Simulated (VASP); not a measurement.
Here is a VASP 6.6.1 calculation.

File INCAR:

```
SYSTEM = KF
ALGO     = Normal         ! electronic algorithm
EDIFF    = 1E-7           ! SCF threshold, eV
ENCUT    = 520            ! plane-wave cutoff, eV
GGA      = PE             ! functional
ISIF     = 2              ! what is computed and relaxed
ISMEAR   = -1             ! smearing method
LASPH    = .True.         ! aspherical terms in the spheres
LCHARG   = .False.        ! write CHGCAR
LREAL    = .False.        ! projectors in reciprocal space
LWAVE    = .False.        ! write WAVECAR
NBANDS   = 15             ! bands
NELM     = 100            ! most SCF steps
PREC     = Accurate       ! precision mode
SIGMA    = 0.05           ! smearing width, eV
```

File KPOINTS:

```
k-points
0
Gamma
  8 8 8
  0 0 0
```

Contents of POSCAR:

```
KF
1.0
    0.0000000000      2.9763500000      2.9763500000
    2.9763500000      0.0000000000      2.9763500000
    2.9763500000      2.9763500000      0.0000000000
K F
1 1
Direct
    0.7401080000      0.7603650000      0.7516690000
    0.5024920000      0.5108760000      0.4915250000
```

Potentials or basis: VASP PAW PBE potentials, release 64 (K_sv, F).

The run is started by

```bash
$ cat potpaw_PBE.64/K_sv/POTCAR potpaw_PBE.64/F/POTCAR > POTCAR
$ mpirun -np 1 vasp_std > vasp.out
```

**Question.** What does it give for the band gap on the k mesh?

**Answer.** 5.05 eV, indirect (least direct gap 5.22 eV).

**Question.** Estimate the largest force.

**Answer.** 0.091 eV/Å.

**Question.** Predict the pressure.

**Answer.** 0.0 GPa.

Forces on the atoms (eV/Å):
```
K   -0.054  0.006  0.073
F    0.054 -0.006 -0.073
```

A k mesh can miss the band edges.
